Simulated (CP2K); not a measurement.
Runs of CP2K 2026.2 on Si. The structure is hexagonal, space group P6/mmm (No. 191). Conventional cell: a = 2.621 Å, b = 2.621 Å, c = 2.466 Å, α = 90.00°, β = 90.00°, γ = 120.00°. Si (site symmetry 6/mmm) has 8 Si at 2.47 to 2.62 Å as nearest neighbours. This isn't the form of Si at room conditions, which is diamond.

```tsv
level	potentials or basis	smearing	EPS_DEFAULT	basis sets	potentials	points a segment of the path (NPOINTS)	bands added on the path	gap on the mesh (eV)	pressure (GPa)
LDA	GTH_POTENTIALS Si GTH-PADE-q4; TZVP-MOLOPT-PBE-GTH basis	fermi-dirac 0.0259 eV	1.0E-9	Si TZVP-MOLOPT-PBE-GTH-q4	Si GTH-PADE-q4 of GTH_POTENTIALS	10	2	none	(a)
r2SCAN	POTENTIAL_UZH Si GTH-SCAN-q4; TZVP-MOLOPT-SCAN-GTH basis	fermi-dirac 0.01 eV	1.0E-10	Si TZVP-MOLOPT-SCAN-GTH-q4	Si GTH-SCAN-q4 of POTENTIAL_UZH	10	2	none	1.2
TASK	POTENTIAL_UZH Si GTH-SCAN-q4; TZVP-MOLOPT-SCAN-GTH basis	fermi-dirac 0.01 eV	1.0E-9	Si TZVP-MOLOPT-SCAN-GTH-q4	Si GTH-SCAN-q4 of POTENTIAL_UZH	10	2	none	3.1
SCAN	POTENTIAL_UZH Si GTH-SCAN-q4; TZVP-MOLOPT-SCAN-GTH basis	fermi-dirac 0.05 eV	1.0E-9	Si TZVP-MOLOPT-SCAN-GTH-q4	Si GTH-SCAN-q4 of POTENTIAL_UZH	8	2	none	1.5
r2SCAN	POTENTIAL_UZH Si GTH-SCAN-q4; TZVP-MOLOPT-SCAN-GTH basis	fermi-dirac 0.0259 eV	1.0E-10	Si TZVP-MOLOPT-SCAN-GTH-q4	Si GTH-SCAN-q4 of POTENTIAL_UZH	8	6	none	1.2
```

Alike in all rows: task band structure; no spin polarisation; cell as given; k mesh 12 × 12 × 11.

Question: Fill in the values left out.

Answer: (a) -2.0.

Caveats: the basis of atomic orbitals isn't converged, which shifts pressures, moduli and gaps; the potentials were made for another functional, which shifts forces and pressure (some runs).

A k mesh can miss the band edges.

A gap of «none» marks a metal or a gap under the smearing width.

Not every run made on this cell is shown here.
